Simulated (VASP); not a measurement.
# TePb (Fm-3m) in VASP: a series of runs

One crystal, TePb, is run at these levels: PBE; tasks: band structure.

All numbers are computed with VASP 6.6.1; they aren't measurements. Logs are shortened: lines on timing, memory, paths and dates and some standing lists are left out, and cuts for length are marked.

**What was measured.**

From a printed reference work, monograph, for a bulk crystal of TePb at 4.2 K: band gap 0.19 eV (direct).

The runs below are set against these values where they give the same quantity.

**1. The crystal as given**

It takes space group Fm-3m (No. 225, cubic). The conventional cell has a = 6.462 Å, b = 6.462 Å, c = 6.462 Å, α = 90.00°, β = 90.00°, γ = 90.00°. Pb (site symmetry m-3m) is surrounded by 6 Te at 3.23 Å. Te (site symmetry m-3m) has 6 Pb at 3.23 Å as nearest neighbours.

**2. Band structure, PBE**

Input file POSCAR:

```
TePb
1.0
    0.0000000000      3.2310000000      3.2310000000
    3.2310000000      0.0000000000      3.2310000000
    3.2310000000      3.2310000000      0.0000000000
Pb Te
1 1
Direct
    0.0000000000      0.0000000000      0.0000000000
    0.5000000000      0.5000000000      0.5000000000
```

Input file INCAR.step1:

```
  PREC = Accurate
  ENCUT = 520
  EDIFF = 1E-6
  ISMEAR = -1
  SIGMA = 0.05
  LREAL = False
  LASPH = True
  NELM = 100
  ALGO = Fast
  ISIF = 2
  LWAVE = False
  LCHARG = True
  GGA = PE
  NBANDS = 17
```

Input file KPOINTS.step1:

```
Automatic mesh
0
Gamma
  7 7 7
```

Input file INCAR.step2:

```
  PREC = Accurate
  ENCUT = 520
  EDIFF = 1E-6
  ISMEAR = 0
  SIGMA = 0.05
  LREAL = False
  LASPH = True
  NELM = 100
  ALGO = Fast
  ISIF = 2
  LWAVE = False
  LCHARG = False
  GGA = PE
  NBANDS = 17
  ICHARG = 11
```

Input file KPOINTS.step2:

```
path GXWKGLUWLK,UX
15
line-mode
reciprocal
 0.0000000000  0.0000000000  0.0000000000  G
 0.5000000000  0.0000000000  0.5000000000  X

 0.5000000000  0.0000000000  0.5000000000  X
 0.5000000000  0.2500000000  0.7500000000  W

 0.5000000000  0.2500000000  0.7500000000  W
 0.3750000000  0.3750000000  0.7500000000  K

 0.3750000000  0.3750000000  0.7500000000  K
 0.0000000000  0.0000000000  0.0000000000  G

 0.0000000000  0.0000000000  0.0000000000  G
 0.5000000000  0.5000000000  0.5000000000  L

 0.5000000000  0.5000000000  0.5000000000  L
 0.6250000000  0.2500000000  0.6250000000  U

 0.6250000000  0.2500000000  0.6250000000  U
 0.5000000000  0.2500000000  0.7500000000  W

 0.5000000000  0.2500000000  0.7500000000  W
 0.5000000000  0.5000000000  0.5000000000  L

 0.5000000000  0.5000000000  0.5000000000  L
 0.3750000000  0.3750000000  0.7500000000  K

 0.6250000000  0.2500000000  0.6250000000  U
 0.5000000000  0.0000000000  0.5000000000  X
```

Potentials or basis: VASP PAW PBE potentials, release 64 (Pb_d, Te).

On the command line:

```sh
$ cat potpaw_PBE.64/Pb_d/POTCAR potpaw_PBE.64/Te/POTCAR > POTCAR
$ cp INCAR.step1 INCAR
$ cp KPOINTS.step1 KPOINTS
$ mpirun -np 1 vasp_std > vasp.out
$ cp INCAR.step2 INCAR
$ cp KPOINTS.step2 KPOINTS
$ mpirun -np 1 vasp_std > vasp.out
```

OUTCAR:

```text
PREC = Accurate
   ENCUT = 520
   EDIFF = 1E-6
   ISMEAR = 0
   LREAL = False
   LASPH = True
   NELM = 100
   ISIF = 2
   GGA = PE
   ICHARG = 11

 ion  position               nearest neighbor table
   1  0.000  0.000  0.000-   2 3.23   2 3.23   2 3.23   2 3.23   2 3.23   2 3.23
   2  0.500  0.500  0.500-   1 3.23   1 3.23   1 3.23   1 3.23   1 3.23   1 3.23

  LATTYP: Found a face centered cubic cell.
 ALAT       =     6.4620000000

  Lattice vectors:

 A1 = (   0.0000000000,   3.2310000000,   3.2310000000)
 A2 = (   3.2310000000,   0.0000000000,   3.2310000000)
 A3 = (   3.2310000000,   3.2310000000,   0.0000000000)

Analysis of symmetry for initial positions (statically):
=====================================================================
 Subroutine PRICEL returns:
 Original cell was already a primitive cell.

 Routine SETGRP: Setting up the symmetry group for a
 face centered cubic supercell.

 Subroutine GETGRP returns: Found 48 space group operations
 (whereof 48 operations were pure point group operations)
 out of a pool of 48 trial point group operations.

The static configuration has the point symmetry O_h .

Analysis of symmetry for dynamics (positions and initial velocities):
=====================================================================
 Subroutine PRICEL returns:
 Original cell was already a primitive cell.

 Routine SETGRP: Setting up the symmetry group for a
 face centered cubic supercell.

 Subroutine GETGRP returns: Found 48 space group operations
 (whereof 48 operations were pure point group operations)
 out of a pool of 48 trial point group operations.

The dynamic configuration has the point symmetry O_h .

 Subroutine INISYM returns: Found 48 space group operations
 (whereof 48 operations are pure point group operations),
 and found     1 'primitive' translations

----------------------------------------------------------------------------------------

                                     Primitive cell

  volume of cell :      67.4592

  direct lattice vectors                    reciprocal lattice vectors
     0.000000000  3.231000000  3.231000000    -0.154750851  0.154750851  0.154750851
     3.231000000  0.000000000  3.231000000     0.154750851 -0.154750851  0.154750851
     3.231000000  3.231000000  0.000000000     0.154750851  0.154750851 -0.154750851

  length of vectors
     4.569324020  4.569324020  4.569324020     0.268036337  0.268036337  0.268036337

  position of ions in fractional coordinates (direct lattice)
     0.000000000  0.000000000  0.000000000
     0.500000000  0.500000000  0.500000000

  ion indices of the primitive-cell ions
   primitive index   ion index
                 1           1
                 2           2

----------------------------------------------------------------------------------------

 KPOINTS: path GXWKGLUWLK,UX

Interpolating k-points between supplied coordinates.

 Line segments in fractional coordinates (reciprocal lattice):
    0.000000  0.000000  0.000000  ...  0.500000  0.000000  0.500000
    0.500000  0.000000  0.500000  ...  0.500000  0.250000  0.750000
    0.500000  0.250000  0.750000  ...  0.375000  0.375000  0.750000
    0.375000  0.375000  0.750000  ...  0.000000  0.000000  0.000000
    0.000000  0.000000  0.000000  ...  0.500000  0.500000  0.500000
    0.500000  0.500000  0.500000  ...  0.625000  0.250000  0.625000
    0.625000  0.250000  0.625000  ...  0.500000  0.250000  0.750000
    0.500000  0.250000  0.750000  ...  0.500000  0.500000  0.500000
    0.500000  0.500000  0.500000  ...  0.375000  0.375000  0.750000
    0.625000  0.250000  0.625000  ...  0.500000  0.000000  0.500000

 Generated    15 points on each line segment, for a total of    150 k-points:

 Following reciprocal coordinates:
            Coordinates               Weight
  0.000000  0.000000  0.000000      0.006667
  0.035714  0.000000  0.035714      0.006667
  0.071429  0.000000  0.071429      0.006667
  0.107143  0.000000  0.107143      0.006667
  0.142857  0.000000  0.142857      0.006667
  0.178571  0.000000  0.178571      0.006667
[... 16 lines left out ...]
  0.500000  0.125000  0.625000      0.006667
  0.500000  0.142857  0.642857      0.006667
 [... further k-points ...]
   k-points           NKPTS =    150   k-points in BZ     NKDIM =    150   number of bands    NBANDS=     17
   number of dos      NEDOS =    301   number of ions     NIONS =      2
   total plane-waves  NPLWV =  46656
   dimension x,y,z NGX =    36 NGY =   36 NGZ =   36
   dimension x,y,z NGXF=    72 NGYF=   72 NGZF=   72
   ions per type =               1   1
   NGX,Y,Z   is equivalent  to a cutoff of  13.10, 13.10, 13.10 a.u.
   NGXF,Y,Z  is equivalent  to a cutoff of  26.20, 26.20, 26.20 a.u.
 SYSTEM =  unknown system
   PREC   = accura    normal or accurate (medium, high low for compatibility)
   ISTART =      0    job   : 0-new  1-cont  2-samecut
   ICHARG =     11    charge: 1-file 2-atom 10-const
[... 59 lines left out ...]
 cond. band min:       6.3606423420   @ k =   0.5000   0.5000   0.5000
 fundamental gap:      0.7357203844
 Fermi energy:         5.8390717497

 k-point     1 :       0.0000    0.0000    0.0000
  band No.  band energies     occupation
      1     -11.0979      2.00000
      2     -11.0979      2.00000
      3     -11.0856      2.00000
      4     -11.0855      2.00000
      5     -11.0855      2.00000
      6      -6.3951      2.00000
[... 9 lines left out ...]
     16      11.4203      0.00000
     17      13.0259      0.00000

 k-point     2 :       0.0357    0.0000    0.0357
  band No.  band energies     occupation
      1     -11.0984      2.00000
      2     -11.0977      2.00000
      3     -11.0857      2.00000
      4     -11.0852      2.00000
      5     -11.0852      2.00000
      6      -6.3804      2.00000
[... 9 lines left out ...]
     16      11.4940      0.00000
     17      13.2488      0.00000

 k-point     3 :       0.0714    0.0000    0.0714
  band No.  band energies     occupation
      1     -11.0999      2.00000
      2     -11.0973      2.00000
      3     -11.0860      2.00000
      4     -11.0843      2.00000
      5     -11.0843      2.00000
      6      -6.3365      2.00000
[... 9 lines left out ...]
     16      11.7044      0.00000
     17      13.4481      0.00000

 k-point     4 :       0.1071    0.0000    0.1071
  band No.  band energies     occupation
      1     -11.1025      2.00000
      2     -11.0967      2.00000
      3     -11.0866      2.00000
      4     -11.0829      2.00000
      5     -11.0829      2.00000
      6      -6.2637      2.00000
[... 9 lines left out ...]
     16      12.0278      0.00000
     17      13.4993      0.00000

 k-point     5 :       0.1429    0.0000    0.1429
  band No.  band energies     occupation
      1     -11.1062      2.00000
      2     -11.0958      2.00000
      3     -11.0874      2.00000
      4     -11.0809      2.00000
      5     -11.0809      2.00000
      6      -6.1629      2.00000
[... 9 lines left out ...]
     16      12.4407      0.00000
     17      13.6014      0.00000

 k-point     6 :       0.1786    0.0000    0.1786
  band No.  band energies     occupation
      1     -11.1110      2.00000
      2     -11.0947      2.00000
      3     -11.0883      2.00000
      4     -11.0785      2.00000
      5     -11.0785      2.00000
      6      -6.0355      2.00000
[... 9 lines left out ...]
     16      12.9245      0.00000
     17      13.7351      0.00000
[... 281 lines left out ...]
 k-point    21 :       0.5000    0.0893    0.5893
  band No.  band energies     occupation
      1     -11.1555      2.00000
      2     -11.0928      2.00000
      3     -11.0896      2.00000
      4     -11.0625      2.00000
      5     -11.0595      2.00000
      6      -4.6726      2.00000
[... 9 lines left out ...]
     16      16.0784      0.00000
     17      17.0395      0.00000

 k-point    22 :       0.5000    0.1071    0.6071
  band No.  band energies     occupation
      1     -11.1538      2.00000
      2     -11.0917      2.00000
      3     -11.0908      2.00000
      4     -11.0637      2.00000
      5     -11.0595      2.00000
      6      -4.6568      2.00000
[... 9 lines left out ...]
     16      16.1406      0.00000
     17      17.0366      0.00000

 k-point    23 :       0.5000    0.1250    0.6250
  band No.  band energies     occupation
      1     -11.1518      2.00000
      2     -11.0921      2.00000
      3     -11.0904      2.00000
      4     -11.0651      2.00000
      5     -11.0595      2.00000
      6      -4.6397      2.00000
[... 9 lines left out ...]
     16      16.2000      0.00000
     17      17.1973      0.00000

 k-point    24 :       0.5000    0.1429    0.6429
  band No.  band energies     occupation
      1     -11.1498      2.00000
      2     -11.0935      2.00000
      3     -11.0890      2.00000
      4     -11.0666      2.00000
      5     -11.0595      2.00000
      6      -4.6220      2.00000
[... 9 lines left out ...]
     16      16.2579      0.00000
     17      17.1603      0.00000

 [... further k-points ...]

------------------------ aborting loop because EDIFF is reached ----------------------------------------

  FORCE on cell =-STRESS in cart. coord.  units (eV):
  Direction    XX          YY          ZZ          XY          YZ          ZX
  --------------------------------------------------------------------------------------
  -------------------------------------------------------------------------------------
  Total       -0.0959333     -0.0959333     -0.0959333      0.0000000     -0.0000000      0.0000000
  in kB       -2.2784478     -2.2784478     -2.2784478      0.0000000     -0.0000000      0.0000000
  external PRESSURE =      -2.2784478 kB  Pullay stress =       0.0000000 kB

 VOLUME and BASIS-vectors are now :
 -----------------------------------------------------------------------------
  energy-cutoff  :      520.00
  volume of cell :       67.46
      direct lattice vectors                 reciprocal lattice vectors
     0.000000000  3.231000000  3.231000000    -0.154750851  0.154750851  0.154750851
     3.231000000  0.000000000  3.231000000     0.154750851 -0.154750851  0.154750851
     3.231000000  3.231000000  0.000000000     0.154750851  0.154750851 -0.154750851

 POSITION                                       TOTAL-FORCE (eV/Angst)
 -----------------------------------------------------------------------------------
      0.00000      0.00000      0.00000         0.000000     -0.000000     -0.000000
      3.23100      3.23100      3.23100        -0.000000      0.000000      0.000000
 -----------------------------------------------------------------------------------
    total drift:                               -0.000000      0.000000      0.000000

  FREE ENERGIE OF THE ION-ELECTRON SYSTEM (eV)
  ---------------------------------------------------
  free  energy   TOTEN  =        -8.4312724551 eV

  energy  without entropy=       -8.4312724551  energy(sigma->0) =       -8.43127246
```

Wall time 2.2 min (1 thread of Intel Xeon Platinum 8375C at 2.90GHz (Ice Lake), shared host); peak memory 0.32 GiB.

Results:

```
Band gap along the path : 0.74 eV, direct
```

Levels at the corners of the path, in eV from the Fermi level:
| point | band 6 | band 7 | band 8 | band 9 | band 10 | band 11 | band 12 | band 13 | band 14 | band 15 |
| --- | --- | --- | --- | --- | --- | --- | --- | --- | --- | --- |
| Γ | -12.43 | -6.00 | -1.76 | -1.76 | -1.76 | 3.67 | 3.67 | 3.67 | 5.39 | 5.39 |
| X | -10.74 | -7.70 | -4.91 | -3.21 | -3.21 | 2.88 | 5.07 | 5.07 | 6.30 | 9.69 |
| X | -10.74 | -7.70 | -4.91 | -3.21 | -3.21 | 2.88 | 5.07 | 5.07 | 6.30 | 9.69 |
| W | -10.59 | -8.39 | -4.19 | -4.19 | -0.77 | 1.27 | 4.81 | 4.81 | 6.44 | 6.44 |
| W | -10.59 | -8.39 | -4.19 | -4.19 | -0.77 | 1.27 | 4.81 | 4.81 | 6.44 | 6.44 |
| K | -10.65 | -8.37 | -4.52 | -2.71 | -2.49 | 3.17 | 3.38 | 4.72 | 5.54 | 8.46 |
| K | -10.65 | -8.37 | -4.52 | -2.71 | -2.49 | 3.17 | 3.38 | 4.72 | 5.54 | 8.46 |
| Γ | -12.43 | -6.00 | -1.76 | -1.76 | -1.76 | 3.67 | 3.67 | 3.67 | 5.39 | 5.39 |
| Γ | -12.43 | -6.00 | -1.76 | -1.76 | -1.76 | 3.67 | 3.67 | 3.67 | 5.39 | 5.39 |
| L | -10.99 | -8.99 | -1.30 | -1.30 | -0.41 | 0.33 | 0.86 | 0.86 | 7.98 | 8.83 |
| L | -10.99 | -8.99 | -1.30 | -1.30 | -0.41 | 0.33 | 0.86 | 0.86 | 7.98 | 8.83 |
| U | -10.65 | -8.37 | -4.52 | -2.71 | -2.49 | 3.17 | 3.38 | 4.72 | 5.54 | 8.46 |
| U | -10.65 | -8.37 | -4.52 | -2.71 | -2.49 | 3.17 | 3.38 | 4.72 | 5.54 | 8.46 |
| W | -10.59 | -8.39 | -4.19 | -4.19 | -0.77 | 1.27 | 4.81 | 4.81 | 6.44 | 6.44 |
| W | -10.59 | -8.39 | -4.19 | -4.19 | -0.77 | 1.27 | 4.81 | 4.81 | 6.44 | 6.44 |
| L | -10.99 | -8.99 | -1.30 | -1.30 | -0.41 | 0.33 | 0.86 | 0.86 | 7.98 | 8.83 |
| L | -10.99 | -8.99 | -1.30 | -1.30 | -0.41 | 0.33 | 0.86 | 0.86 | 7.98 | 8.83 |
| K | -10.65 | -8.37 | -4.52 | -2.71 | -2.49 | 3.17 | 3.38 | 4.72 | 5.54 | 8.46 |
| U | -10.65 | -8.37 | -4.52 | -2.71 | -2.49 | 3.17 | 3.38 | 4.72 | 5.54 | 8.46 |
| X | -10.74 | -7.70 | -4.91 | -3.21 | -3.21 | 2.88 | 5.07 | 5.07 | 6.30 | 9.69 |

Caveat: the log is that of the step along the path at fixed density, whose energy, stress, charges and moments have no meaning; this odd mesh misses L, where the gap lies, so gap, dielectric constants and Born charges aren't listed; spin-orbit coupling is left out, which moves the levels of the heavy elements.

**3. Band structure, PBE**

Input file INCAR:

```
SYSTEM = TePb
PREC     = Accurate       ! precision mode
ENCUT    = 600            ! plane-wave cutoff, eV
EDIFF    = 1E-7           ! SCF threshold, eV
ISMEAR   = -1             ! smearing method
SIGMA    = 0.05           ! smearing width, eV
LREAL    = .FALSE.        ! projectors in reciprocal space
LASPH    = .TRUE.         ! aspherical terms in the spheres
NELM     = 60             ! most SCF steps
ALGO     = Normal         ! electronic algorithm
ISIF     = 2              ! what is computed and relaxed
LWAVE    = .FALSE.        ! write WAVECAR
LCHARG   = .FALSE.        ! write CHGCAR
GGA      = PE             ! functional
```

Input file KPOINTS:

```
regular mesh
0
G
  7 7 7
  0 0 0
```

POSCAR is that of step 2.

Input file KPOINTS_OPT:

```
path GXWKGLUWLK,UX
20
line-mode
reciprocal
 0.0000000000  0.0000000000  0.0000000000  G
 0.5000000000  0.0000000000  0.5000000000  X

 0.5000000000  0.0000000000  0.5000000000  X
 0.5000000000  0.2500000000  0.7500000000  W

 0.5000000000  0.2500000000  0.7500000000  W
 0.3750000000  0.3750000000  0.7500000000  K

 0.3750000000  0.3750000000  0.7500000000  K
 0.0000000000  0.0000000000  0.0000000000  G

 0.0000000000  0.0000000000  0.0000000000  G
 0.5000000000  0.5000000000  0.5000000000  L

 0.5000000000  0.5000000000  0.5000000000  L
 0.6250000000  0.2500000000  0.6250000000  U

 0.6250000000  0.2500000000  0.6250000000  U
 0.5000000000  0.2500000000  0.7500000000  W

 0.5000000000  0.2500000000  0.7500000000  W
 0.5000000000  0.5000000000  0.5000000000  L

 0.5000000000  0.5000000000  0.5000000000  L
 0.3750000000  0.3750000000  0.7500000000  K

 0.6250000000  0.2500000000  0.6250000000  U
 0.5000000000  0.0000000000  0.5000000000  X
```

Potentials or basis: VASP PAW PBE potentials, release 64 (Pb_d_GW, Te_GW).

On the command line:

```sh
$ cat potpaw_PBE.64/Pb_d_GW/POTCAR potpaw_PBE.64/Te_GW/POTCAR > POTCAR
$ mpirun -np 1 vasp_std > vasp.out
```

It took 3.3 min on 1 thread of Intel Xeon Platinum 8375C at 2.90GHz (Ice Lake), shared host; peak memory 0.27 GiB.

Results (log left out):

| Quantity | Value |
| --- | --- |
| Free energy | -7.5018 eV |
| Pressure | 2.1 GPa |
| Band gap along the path | 0.73 eV, direct |

Levels at the corners of the path, in eV from the Fermi level:
| point | band 9 | band 10 | band 11 | band 12 | band 13 | band 14 |
| --- | --- | --- | --- | --- | --- | --- |
| Γ | -1.76 | -1.76 | -1.76 | 3.67 | 3.67 | 3.67 |
| X | -4.91 | -3.21 | -3.21 | 2.89 | 5.07 | 5.07 |
| X | -4.91 | -3.21 | -3.21 | 2.89 | 5.07 | 5.07 |
| W | -4.19 | -4.19 | -0.77 | 1.26 | 4.82 | 4.82 |
| W | -4.19 | -4.19 | -0.77 | 1.26 | 4.82 | 4.82 |
| K | -4.53 | -2.71 | -2.49 | 3.17 | 3.38 | 4.73 |
| K | -4.53 | -2.71 | -2.49 | 3.17 | 3.38 | 4.73 |
| Γ | -1.76 | -1.76 | -1.76 | 3.67 | 3.67 | 3.67 |
| Γ | -1.76 | -1.76 | -1.76 | 3.67 | 3.67 | 3.67 |
| L | -1.30 | -1.30 | -0.41 | 0.33 | 0.86 | 0.86 |
| L | -1.30 | -1.30 | -0.41 | 0.33 | 0.86 | 0.86 |
| U | -4.53 | -2.71 | -2.49 | 3.17 | 3.38 | 4.73 |
| U | -4.53 | -2.71 | -2.49 | 3.17 | 3.38 | 4.73 |
| W | -4.19 | -4.19 | -0.77 | 1.26 | 4.82 | 4.82 |
| W | -4.19 | -4.19 | -0.77 | 1.26 | 4.82 | 4.82 |
| L | -1.30 | -1.30 | -0.41 | 0.33 | 0.86 | 0.86 |
| L | -1.30 | -1.30 | -0.41 | 0.33 | 0.86 | 0.86 |
| K | -4.53 | -2.71 | -2.49 | 3.17 | 3.38 | 4.73 |
| U | -4.53 | -2.71 | -2.49 | 3.17 | 3.38 | 4.73 |
| X | -4.91 | -3.21 | -3.21 | 2.89 | 5.07 | 5.07 |

Caveat: this odd mesh misses L, where the gap lies, so gap, dielectric constants and Born charges aren't listed; spin-orbit coupling is left out, which moves the levels of the heavy elements.

**4. The reference run**

An earlier run on the cell as given: functional PBEsol; potentials or basis VASP PAW PBE potentials, release 64 (Pb_d, Te); cutoff 520 eV; k mesh 7 × 7 × 7; occupations fermi-dirac, width 0.05 eV; no spin polarisation.

* Pressure: -0.4 GPa

**5. The runs side by side**

| task | level | potentials or basis | cutoff (eV) | ladder | pressure (GPa) |
| --- | --- | --- | --- | --- | --- |
| band structure | PBE | VASP PAW PBE potentials, release 64 (Pb_d, Te) | 520 | - | - |
| band structure | PBE | VASP PAW PBE potentials, release 64 (Pb_d_GW, Te_GW) | 600 | - | 2.1 |
| single point | PBEsol | VASP PAW PBE potentials, release 64 (Pb_d, Te) | 520 | free | -0.4 |

Alike in all rows: no spin polarisation; cell as given; k mesh 7 × 7 × 7; smearing fermi-dirac 0.05 eV.

Caveats: spin-orbit coupling is left out, which moves the levels of the heavy elements (some runs); the PAW data sets were made with another functional, which shifts forces and pressure a little (some runs).

Absolute energies hang on the potentials; compare differences alone.

**6. Comparison with measurements**

Step 2. Against the measured gap of TePb, 0.19 eV (direct; 4.2 K; a printed reference work, monograph), the calculated 0.74 eV is off by +0.55 eV. Spin-orbit coupling on Pb, Te is left out. The value is that of PBE, without temperature or zero-point motion.

Step 3. A measured gap of TePb is 0.19 eV (direct; 4.2 K; a printed reference work, monograph); the calculated 0.73 eV misses it by +0.54 eV. Spin-orbit coupling on Pb, Te is left out. The value is that of PBE, without temperature or zero-point motion.
